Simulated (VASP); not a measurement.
SrTe: band structure with LDA

Crystal: SrTe.

```xyz
2
Lattice="0.0000 3.3076 3.3076 3.3076 0.0000 3.3076 3.3076 3.3076 0.0000" Properties=species:S:1:pos:R:3 pbc="T T T"
Te    3.3076    3.3076    3.3076
Sr    0.0000    0.0000    0.0000
```

The cell was built by a generator and needn't be a form met in nature.

| Quantity | Value |
| --- | --- |
| Program | VASP 6.6.1 |
| Task | band structure |
| Functional | LDA |
| Potentials or basis | VASP PAW LDA potentials, release 64 (Te, Sr_sv) |
| Cutoff | 520 eV |
| k mesh | 8 × 8 × 8 |
| Occupations | gaussian, width 0.03 eV |
| Spin | no spin polarisation |
| Further INCAR settings | ALGO = Normal; EDIFF = 1e-07; NBANDS = 15 |

| Quantity | Value |
| --- | --- |
| Pressure | -1.3 GPa |
| Band gap on the k mesh | 1.52 eV, indirect (least direct gap 2.28 eV) |
| Band gap along the path | 1.52 eV, indirect (least direct gap 2.28 eV) |

Levels at the corners of the path, in eV from the valence-band top:
```
point  band 6  band 7  band 8  band 9  band 10  band 11
    Γ    0.00    0.00    0.00    2.73     3.12     3.12
    X   -2.04   -0.76   -0.76    1.52     3.77     4.76
    X   -2.04   -0.76   -0.76    1.52     3.77     4.76
    W   -1.63   -1.63   -1.60    3.81     3.81     4.38
    W   -1.63   -1.63   -1.60    3.81     3.81     4.38
    K   -1.84   -1.83   -1.00    2.65     4.85     5.44
    K   -1.84   -1.83   -1.00    2.65     4.85     5.44
    Γ    0.00    0.00    0.00    2.73     3.12     3.12
    Γ    0.00    0.00    0.00    2.73     3.12     3.12
    L   -2.97   -1.18   -1.18    3.79     5.05     5.23
    L   -2.97   -1.18   -1.18    3.79     5.05     5.23
    U   -1.84   -1.83   -1.00    2.65     4.85     5.44
    U   -1.84   -1.83   -1.00    2.65     4.85     5.44
    W   -1.63   -1.63   -1.60    3.81     3.81     4.38
    W   -1.63   -1.63   -1.60    3.81     3.81     4.38
    L   -2.97   -1.18   -1.18    3.79     5.05     5.23
    L   -2.97   -1.18   -1.18    3.79     5.05     5.23
    K   -1.84   -1.83   -1.00    2.65     4.85     5.44
    U   -1.84   -1.83   -1.00    2.65     4.85     5.44
    X   -2.04   -0.76   -0.76    1.52     3.77     4.76
```

Run time: 85 s on 1 thread of Intel(R) Xeon(R) Platinum 8259CL CPU @ 2.50GHz (Skylake/Cascade Lake) (shared host), peak memory 0.2 GiB.

Caveat: spin-orbit coupling is left out, which moves the levels of the heavy elements. Expect the measured gap to be larger: semilocal functionals such as LDA lack the derivative discontinuity.
